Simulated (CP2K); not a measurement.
AlAu under changes of volume

One of the cells (16.755 Å³/atom); the others are scaled copies at fixed shape and fractional positions:

```
CELL_PARAMETERS angstrom
3.22394 0.00000 0.00000
0.00000 3.22394 0.00000
0.00000 0.00000 3.22394
ATOMIC_POSITIONS crystal
Au 0.50000 0.50000 0.50000
Al 0.00000 0.00000 0.00000
```

The cell comes from a database or a generator and needn't be the stable form of this composition.

```yaml
Program: CP2K 2026.2
Functional: r2SCAN
Potentials_or_basis: POTENTIAL_UZH Au GTH-SCAN-q11, Al GTH-SCAN-q3; TZVP-MOLOPT-SCAN-GTH basis
Density_cutoff: 9184 eV
k_mesh: 8 × 8 × 8
Occupations: fermi-dirac, width 0.1 eV
Spin: no spin polarisation
```

```csv
volume (Å³/atom),energy over the lowest point (meV/atom),pressure (GPa)
15.749,3.80,3.6
16.084,0.00,0.5
16.419,2.26,-2.2
16.755,?,?
17.090,21.85,-6.6
17.425,37.66,-8.3
17.760,56.84,-9.8
```

Task: What does the run at 16.755 Å³/atom give?

Result: Energy over the lowest point 9.86 meV/atom; pressure -4.6 GPa.

Worked out: A Birch-Murnaghan fit of order 3 (a polynomial in V^(-2/3)) to the other rows has its minimum at 16.12 Å³/atom with B0 = V·E''(V) = 138 GPa and B' = 6.2. It gives 9.81 meV/atom at 16.755 Å³/atom, against the run's 9.86, and -dE/dV = -4.7 GPa, against -4.6.

Energies are extrapolated to zero smearing.

Caveats: with these potentials and basis sets, volumes of gold and of layered tellurides can stand 1.5 % and more from those of plane-wave programs; the basis of atomic orbitals isn't converged, which shifts pressures, moduli and gaps.
